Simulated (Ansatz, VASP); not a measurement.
# Two plane-wave programs on LiH

Contents of INCAR:

```
PREC     = Accurate       # precision mode
ENCUT    = 520            # plane-wave cutoff, eV
EDIFF    = 1E-6           # SCF threshold, eV
ISMEAR   = 0              # smearing method
SIGMA    = 0.05           # smearing width, eV
LREAL    = F              # projectors in reciprocal space
LASPH    = T              # aspherical terms in the spheres
NELM     = 60             # most SCF steps
ALGO     = Normal         # electronic algorithm
ISIF     = 2              # what is computed and relaxed
LWAVE    = F              # write WAVECAR
LCHARG   = F              # write CHGCAR
GGA      = PS             # functional
NBANDS   = 9              # bands
```

The input KPOINTS:

```
regular mesh
0
Gamma
  14 14 14
```

POSCAR

```
LiH
1.0
    0.0000000000      1.9630691732      1.9630691732
    1.9630691732      0.0000000000      1.9630691732
    1.9630691732      1.9630691732      0.0000000000
Li H
1 1
Direct
    0.0000000000      0.0000000000      0.0000000000
    0.5000000000      0.5000000000      0.5000000000
```

Input for Ansatz:

```yaml
crystal:
  lattice:
    - [0.0, 1.9630691732, 1.9630691732]
    - [1.9630691732, 0.0, 1.9630691732]
    - [1.9630691732, 1.9630691732, 0.0]
  atoms:
    - { symbol: Li, position: [0.0, 0.0, 0.0] }
    - { symbol: H, position: [0.5, 0.5, 0.5] }
basis:
  ecutwfc: 420
  ecutrho_ratio: 4
kpoints:
  mp_grid: { grid: [14, 14, 14] }
hamiltonian:
  xc: pbesol
scf:
  occupations: { method: gaussian, width: 0.05 }
output:
  forces: true
  stress: true
  eigenvalues: true
```

Alike in both runs: task single point; functional PBEsol; k mesh 14 × 14 × 14; occupations gaussian, width 0.05 eV; no spin polarisation.

```csv
,VASP,Ansatz
version,VASP 6.6.1,Ansatz 0.2.0
potentials or method,"VASP PAW PBE potentials, release 64 (Li_sv, H)","scalar-relativistic, plane waves, PAW"
plane-wave cutoff (eV),520,420
valence electrons in the cell,4,4
```

```tsv
	VASP	Ansatz	Ansatz less VASP
gap on the k mesh at the Fermi level (eV)	2.69	2.69	0.000
least direct gap on the mesh (eV)	2.69	2.69	0.000
```

With one functional, cell and mesh, what is left measures potentials, basis and numerics.

 A hybrid or GW would open this gap; PBEsol tends to underestimate it. A k mesh can miss the band edges.
